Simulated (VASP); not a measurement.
Wanted: the native input for a VASP 6.6.1 run.

- Task: single point
- Functional: PBEsol
- Potentials or basis: VASP PAW PBE potentials, release 64 (Si)
- Cutoff: 520 eV
- k mesh: 12 × 12 × 12
- Occupations: gaussian, width 0.05 eV
- Spin: no spin polarisation
- Dipole correction: no
- Further INCAR settings: ALGO = Normal; EDIFF = 1e-07; NBANDS = 11

The structure of Si lies in POSCAR:

```
Si
1.0
    0.0000000000      2.7154700000      2.7154700000
    2.7154700000      0.0000000000      2.7154700000
    2.7154700000      2.7154700000      0.0000000000
Si
2
Direct
    0.5000000000      0.5000000000      0.5000000000
    0.7500000000      0.7500000000      0.7500000000
```

The input as run:

INCAR

```
SYSTEM = Si
ALGO     = Normal         ! electronic algorithm
EDIFF    = 1E-7           ! SCF threshold, eV
ENCUT    = 520            ! plane-wave cutoff, eV
GGA      = PS             ! functional
ISIF     = 2              ! what is computed and relaxed
ISMEAR   = 0              ! smearing method
LASPH    = .TRUE.         ! aspherical terms in the spheres
LCHARG   = .FALSE.        ! write CHGCAR
LREAL    = .FALSE.        ! projectors in reciprocal space
LWAVE    = .FALSE.        ! write WAVECAR
NBANDS   = 11             ! bands
NELM     = 100            ! most SCF steps
PREC     = Accurate       ! precision mode
SIGMA    = 0.05           ! smearing width, eV
```

KPOINTS

```
k-points
0
G
  12 12 12
  0 0 0
```

Potentials or basis: VASP PAW PBE potentials, release 64 (Si).

Run with:

```sh
$ cat potpaw_PBE.64/Si/POTCAR > POTCAR
$ mpirun -np 1 vasp_std > vasp.out
```

Results of the run:

```yaml
Pressure: 0.2 GPa
Band_gap_on_the_k_mesh: 0.46 eV, indirect (least direct gap 2.52 eV)
```

Caveat: the PAW data sets were made with another functional, which shifts forces and pressure a little.

Run time: 32 s on 1 thread of Intel(R) Xeon(R) Platinum 8488C (Sapphire Rapids), on a shared host, peak memory 0.17 GiB.
